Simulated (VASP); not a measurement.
# PtS2 (P-3m1) in VASP: notebook

The runs below take PtS2 through phonons, dielectric tensor, with LDA, PBE+D3(BJ).

Everything below comes from runs of VASP 6.6.1. Logs are shortened: lines on timing, memory, paths and dates and some standing lists are left out, and cuts for length are marked.

## 1. The crystal as given

It takes space group P-3m1 (No. 164, trigonal). Conventional cell: a = 3.561 Å, b = 3.561 Å, c = 4.547 Å, α = 90.00°, β = 90.00°, γ = 120.00°. Pt (site symmetry -3m) is surrounded by 6 S at 2.37 Å. Around S (site symmetry 3m) lie 3 Pt at 2.37 Å.

## 2. Phonons, LDA

Contents of POSCAR:

```
PtS2
1.0
    3.5613321607     -0.0000000000      0.0000000000
   -1.7806660803      3.0842041225      0.0000000000
    0.0000000000     -0.0000000000      4.5469388317
  Pt              S
     1     2
Direct
     0.0000000000000000    1.0000000000000000    1.0000000000000000
     0.3333333332999970    0.6666666667000030    0.2612783086774368
     0.6666666667000030    0.3333333332999970    0.7387216913225633
```

Contents of INCAR.step1:

```
  PREC = Accurate
  ENCUT = 600
  EDIFF = 1E-8
  ISMEAR = 0
  SIGMA = 0.03
  LREAL = False
  LASPH = True
  NELM = 80
  ALGO = Normal
  ISIF = 3
  LWAVE = False
  LCHARG = False
  GGA = CA
  KPAR = 2
  IBRION = 2
  NSW = 40
  EDIFFG = -0.002
```

Contents of INCAR.step2:

```
  PREC = Accurate
  ENCUT = 600
  EDIFF = 1E-8
  ISMEAR = 0
  SIGMA = 0.03
  LREAL = False
  LASPH = True
  NELM = 80
  ALGO = Normal
  ISIF = 2
  LWAVE = False
  LCHARG = False
  GGA = CA
  KPAR = 2
  IBRION = 6
  NFREE = 2
  POTIM = 0.015
  NSW = 1
```

Contents of KPOINTS:

```
Automatic mesh
0
Gamma
  9 9 5
```

Potentials or basis: VASP PAW LDA potentials, release 64 (Pt, S).

Launch:

```
$ cat potpaw_LDA.64/Pt/POTCAR potpaw_LDA.64/S/POTCAR > POTCAR
$ cp INCAR.step1 INCAR
$ mpirun -np 2 vasp_std > vasp.out
$ cp CONTCAR POSCAR
$ cp INCAR.step2 INCAR
$ mpirun -np 2 vasp_std > vasp.out
```

OUTCAR:

```text
PREC = Accurate
   ENCUT = 600
   EDIFF = 1E-8
   ISMEAR = 0
   LREAL = False
   LASPH = True
   NELM = 80
   ISIF = 2
   GGA = CA
   IBRION = 6
   NFREE = 2
   POTIM = 0.015
   NSW = 1

 ion  position               nearest neighbor table
   1  0.000  0.000  0.000-   2 2.37   3 2.37   2 2.37   3 2.37   3 2.37   2 2.37
   2  0.333  0.667  0.262-   1 2.37   1 2.37   1 2.37
   3  0.667  0.333  0.738-   1 2.37   1 2.37   1 2.37

  LATTYP: Found a hexagonal cell.
 ALAT       =     3.5615389717
 C/A-ratio  =     1.2752081412

  Lattice vectors:

 A1 = (   3.5615389717,   0.0000000000,   0.0000000000)
 A2 = (  -1.7807694858,   3.0843832261,   0.0000000000)
 A3 = (   0.0000000000,   0.0000000000,   4.5417034920)

Analysis of symmetry for initial positions (statically):
=====================================================================
 Subroutine PRICEL returns:
 Original cell was already a primitive cell.

 Routine SETGRP: Setting up the symmetry group for a
 hexagonal supercell.

 Subroutine GETGRP returns: Found 12 space group operations
 (whereof 12 operations were pure point group operations)
 out of a pool of 24 trial point group operations.

The static configuration has the point symmetry D_3d.

Analysis of symmetry for dynamics (positions and initial velocities):
=====================================================================
 Subroutine PRICEL returns:
 Original cell was already a primitive cell.

 Routine SETGRP: Setting up the symmetry group for a
 hexagonal supercell.

 Subroutine GETGRP returns: Found 12 space group operations
 (whereof 12 operations were pure point group operations)
 out of a pool of 24 trial point group operations.

The dynamic configuration has the point symmetry D_3d.

 Subroutine INISYM returns: Found 12 space group operations
 (whereof 12 operations are pure point group operations),
 and found     1 'primitive' translations

----------------------------------------------------------------------------------------

                                     Primitive cell

  volume of cell :      49.8913

  direct lattice vectors                    reciprocal lattice vectors
     3.561538972  0.000000000  0.000000000     0.280777498  0.162106964  0.000000000
    -1.780769486  3.084383226  0.000000000    -0.000000000  0.324213928  0.000000000
     0.000000000  0.000000000  4.541703492     0.000000000  0.000000000  0.220181701

  length of vectors
     3.561538972  3.561538972  4.541703492     0.324213928  0.324213928  0.220181701

  position of ions in fractional coordinates (direct lattice)
     0.000000000  0.000000000  0.000000000
     0.333333333  0.666666667  0.261550531
     0.666666667  0.333333333  0.738449469

  ion indices of the primitive-cell ions
   primitive index   ion index
                 1           1
                 2           2
                 3           3

----------------------------------------------------------------------------------------

 KPOINTS: Automatic mesh

Automatic generation of k-mesh.
 Grid dimensions read from file:
 generate k-points for:    9    9    5

 Generating k-lattice:

  Cartesian coordinates                     Fractional coordinates (reciprocal lattice)
     0.031197500  0.018011885  0.000000000     0.111111111  0.000000000  0.000000000
    -0.000000000  0.036023770  0.000000000     0.000000000  0.111111111  0.000000000
     0.000000000  0.000000000  0.044036340     0.000000000  0.000000000  0.200000000

  Length of vectors
     0.036023770  0.036023770  0.044036340

  Shift w.r.t. Gamma in fractional coordinates (k-lattice)
     0.000000000  0.000000000  0.000000000

 Subroutine IBZKPT returns following result:
 ===========================================

 Found     50 irreducible k-points:

 Following reciprocal coordinates:
            Coordinates               Weight
  0.000000  0.000000  0.000000      1.000000
  0.111111 -0.000000  0.000000      6.000000
  0.222222  0.000000  0.000000      6.000000
  0.333333 -0.000000  0.000000      6.000000
  0.444444  0.000000  0.000000      6.000000
  0.111111  0.111111  0.000000      6.000000
[... 16 lines left out ...]
  0.222222  0.111111  0.200000     12.000000
 -0.111111  0.333333  0.200000     12.000000
 [... further k-points ...]
   k-points           NKPTS =     50   k-points in BZ     NKDIM =     50   number of bands    NBANDS=     15
   number of dos      NEDOS =    301   number of ions     NIONS =      3
   total plane-waves  NPLWV =  28224
   dimension x,y,z NGX =    28 NGY =   28 NGZ =   36
   dimension x,y,z NGXF=    56 NGYF=   56 NGZF=   72
   ions per type =               1   2
   NGX,Y,Z   is equivalent  to a cutoff of  13.07, 13.07, 13.18 a.u.
   NGXF,Y,Z  is equivalent  to a cutoff of  26.14, 26.14, 26.36 a.u.
 SYSTEM =  unknown system
   PREC   = accura    normal or accurate (medium, high low for compatibility)
   ISTART =      0    job   : 0-new  1-cont  2-samecut
   ICHARG =      2    charge: 1-file 2-atom 10-const
   ISPIN  =      1    spin polarized calculation?
   LNONCOLLINEAR =      F non collinear calculations
   LSORBIT =      F    spin-orbit coupling
   LASPH  =      T    aspherical Exc in radial PAW
   ENCUT  =  600.0 eV  44.10 Ry    6.64 a.u.   7.11  7.11  9.07*2*pi/ulx,y,z
   NELM   =     80;   NELMIN=  2; NELMDL=  0     # of ELM steps
   EDIFF  = 0.1E-07   stopping-criterion for ELM
   LREAL  =      F    real-space projection
   EDIFFG = 0.1E-06   stopping-criterion for IOM
   NSW    =     73    number of steps for IOM
   IBRION =      6    ionic relax: 0-MD 1-quasi-New 2-CG
   NFREE  =      2    steps in history (QN), initial steepest desc. (CG)
   ISIF   =      2    stress and relaxation
   ISYM   =      2    0-nonsym 1-usesym 2-fastsym
   POTIM  = 0.0150    time-step for ionic-motion
   TEBEG  =    0.0;   TEEND  =   0.0 temperature during run
   PSTRESS=    0.0 pullay stress
   NELECT =      22.0000    total number of electrons
   NUPDOWN=      -1.0000    fix difference up-down
   EMIN   =  10.00;   EMAX   =-10.00  energy-range for DOS
   EFERMI =   0.00;   METHOD = LEGACY
   ISMEAR =     0;   SIGMA  =   0.03  broadening in eV -4-tet -1-fermi 0-gaus
   EFERMI_NEDOS =   21; number of points for ismear=-14 and -15
   IALGO  =     38    algorithm
   IMIX   =      4    mixing-type and parameters
     AMIX     =   0.40;   BMIX     =  1.00
     AMIX_MAG =   1.60;   BMIX_MAG =  1.00
  volume/ion in A,a.u.               =      16.63       112.23
  Fermi-wavevector in a.u.,A,eV,Ry     =   1.246065  2.354722 21.125475  1.552679
  Thomas-Fermi vector in A             =   2.380259
   LORBIT       =      0    0 simple, 1 ext, 2 COOP (PROOUT), +10 PAW based schemes
   GGA     = CA    functional components
   LHFCALC =     F    Hartree Fock is set to
   AEXX    =    0.0000 exact exchange contribution
   IVDW    =     0    specifies the selected vdW correction
   LEPSILON=     F    determine dielectric tensor
   LRPA    =     F    only Hartree local field effects (RPA)
 finite differences with symmetry
 non-spin polarized calculation
 Gauss-broadening in eV      SIGMA  =   0.03
  energy-cutoff  :      600.00
  volume of cell :       49.89
 maximum number of plane-waves:      1689
   NGX = 15   NGY = 15   NGZ = 19

--------------------------------------- Ionic step        1  -------------------------------------------

 number of electron      21.9999999 magnetization

 Free energy of the ion-electron system (eV)
  ---------------------------------------------------
  ext. energy  EPLUGINS =         0.00000000
  ---------------------------------------------------
  free energy    TOTEN  =       -18.21495633 eV

  energy without entropy =      -18.21476346  energy(sigma->0) =      -18.21485990

------------------------ aborting loop because EDIFF is reached ----------------------------------------

  FORCE on cell =-STRESS in cart. coord.  units (eV):
  Direction    XX          YY          ZZ          XY          YZ          ZX
  --------------------------------------------------------------------------------------
  -------------------------------------------------------------------------------------
  Total       -0.0029121     -0.0029121     -0.0016363     -0.0000000      0.0000000      0.0000000
  in kB       -0.0935186     -0.0935186     -0.0525461     -0.0000000      0.0000000      0.0000000
  external PRESSURE =      -0.0798611 kB  Pullay stress =       0.0000000 kB
[... 283 lines left out ...]
--------------------------------------- Ionic step        9  -------------------------------------------

 number of electron      22.0000000 magnetization

 Free energy of the ion-electron system (eV)
  ---------------------------------------------------
  ext. energy  EPLUGINS =         0.00000000
  ---------------------------------------------------
  free energy    TOTEN  =       -18.21366977 eV

  energy without entropy =      -18.21347678  energy(sigma->0) =      -18.21357327

 E-fermi :   8.4720     XC(G=0): -11.5237

 val. band max:        8.2240556013   @ k =  -0.0000   0.1111   0.2000
 cond. band min:       8.5013405017   @ k =  -0.1111   0.3333   0.4000
 fundamental gap:      0.2772849004
 Fermi energy:         8.4719912602

 k-point     1 :       0.0000    0.0000    0.0000
  band No.  band energies     occupation
      1      -7.8525      2.00000
      2      -4.0323      2.00000
      3       0.4721      2.00000
      4       0.9815      2.00000
      5       0.9815      2.00000
      6       3.9788      2.00000
      7       3.9788      2.00000
      8       5.9037      2.00000
      9       6.7583      2.00000
     10       6.7583      2.00000
     11       8.5589      0.00004
     12       9.5249      0.00000
     13       9.5249      0.00000
     14      11.6563      0.00000
[... 401 lines left out ...]
      2      -4.8985      2.00000
      3       0.8575      2.00000
      4       1.4217      2.00000
      5       2.0346      2.00000
      6       2.7918      2.00000
      7       3.5583      2.00000
      8       4.6973      2.00000
      9       5.8261      2.00000
     10       6.2976      2.00000
     11       7.5372      2.00000
     12       8.8347      0.00000
     13       9.6057      0.00000
     14      13.2079      0.00000
     15      14.8013      0.00000

 [... further k-points ...]

------------------------ aborting loop because EDIFF is reached ----------------------------------------

  FORCE on cell =-STRESS in cart. coord.  units (eV):
  Direction    XX          YY          ZZ          XY          YZ          ZX
  --------------------------------------------------------------------------------------
  -------------------------------------------------------------------------------------
  Total        0.1725188      0.1725188      0.2007618      0.0000000      0.0000000      0.0000000
  in kB        5.5401588      5.5401588      6.4471354      0.0000000      0.0000000      0.0000000
  external PRESSURE =       5.8424843 kB  Pullay stress =       0.0000000 kB
[... 18 lines left out ...]
  FREE ENERGIE OF THE ION-ELECTRON SYSTEM (eV)
  ---------------------------------------------------
  free  energy   TOTEN  =       -18.2136697673 eV

  energy  without entropy=      -18.2134767817  energy(sigma->0) =      -18.21357327

 INTERNAL STRAIN TENSORS FROM DISPLACED ATOMS
 ============================================

 INTERNAL STRAIN TENSOR FOR ION    1 for displacements in x,y,z  (eV/Angst):
          X           Y           Z          XY          YZ          ZX
  --------------------------------------------------------------------------------
  x     0.00000     0.00000     0.00000     0.00000     0.00000     0.00000
  y     0.00000     0.00000     0.00000     0.00000     0.00000     0.00000
  z     0.00000     0.00000     0.00000     0.00000     0.00000     0.00000

 INTERNAL STRAIN TENSOR FOR ION    3 for displacements in x,y,z  (eV/Angst):
          X           Y           Z          XY          YZ          ZX
  --------------------------------------------------------------------------------
  x    -0.00000     0.00000    -0.00000    -4.58797     0.00000     9.53620
  y    -4.58797     4.58797     0.00000     0.00000     9.53619     0.00000
  z    11.45168    11.45168    13.44970     0.00000    -0.00000     0.00000

 Eigenvectors and eigenvalues of the dynamical matrix
 ----------------------------------------------------

   1 f  =   10.130115 THz    63.649392 2PiTHz  337.904276 cm-1    41.894772 meV
             X         Y         Z           dx          dy          dz
      0.000000  0.000000  0.000000     0.000000   -0.000000   -0.000000
     -0.000000  2.056255  1.187885     0.000000   -0.000000   -0.707107
      1.780769  1.028128  3.353819    -0.000000    0.000000    0.707107
[... 43 lines left out ...]
   9 f/i=    0.001010 THz     0.006348 2PiTHz    0.033703 cm-1     0.004179 meV
             X         Y         Z           dx          dy          dz
      0.000000  0.000000  0.000000     0.618453   -0.608285   -0.000000
     -0.000000  2.056255  1.187885     0.250803   -0.246679   -0.000000
      1.780769  1.028128  3.353819     0.250803   -0.246679   -0.000000

 ELASTIC MODULI CONTR FROM IONIC RELAXATION (kBar)
 Direction    XX          YY          ZZ          XY          YZ          ZX
 --------------------------------------------------------------------------------
 XX        -756.2691   -494.8887   -734.7261     -0.0000    271.6420      0.0000
 YY        -494.8887   -756.2691   -734.7261     -0.0000   -271.6420     -0.0000
 ZZ        -734.7261   -734.7261   -862.9168     -0.0000     -0.0000      0.0000
 XY          -0.0000     -0.0000     -0.0000   -130.6902     -0.0000    271.6424
 YZ         271.6420   -271.6420     -0.0000     -0.0000   -564.6130     -0.0000
 ZX           0.0000     -0.0000      0.0000    271.6424     -0.0000   -564.6145
 --------------------------------------------------------------------------------
```

Run time: 1.9 min. Hardware: 2 MPI ranks of Intel Xeon 6975P-C (Granite Rapids), shared host; peak memory 0.39 GiB.

Results:

| Property | Result |
| --- | --- |
| Relaxed volume | 16.63 Å³/atom |
| Relaxed cell | a = 3.562 Å, b = 3.562 Å, c = 4.542 Å, α = 90.00°, β = 90.00°, γ = 120.00° |
| Space group after relaxing (to 0.05 Å) | P-3m1 (No. 164) |
| Highest phonon frequency at Γ, LO-TO splitting left out | 338 cm⁻¹ |

Final structure:
```
CELL_PARAMETERS angstrom
3.56154 0.00000 0.00000
-1.78077 3.08438 0.00000
0.00000 0.00000 4.54170
ATOMIC_POSITIONS crystal
Pt 0.00000 0.00000 0.00000
S 0.33333 0.66667 0.26155
S 0.66667 0.33333 0.73845
```

Phonon frequencies in cm⁻¹ (negative: imaginary):
```csv
q point,frequencies
"(0.000, 0.000, 0.000)",0 0 0 296 296 311 311 324 338
```

Spin-orbit coupling is left out, which matters for the levels of Pt.

(Continued in part 2 of 2.)
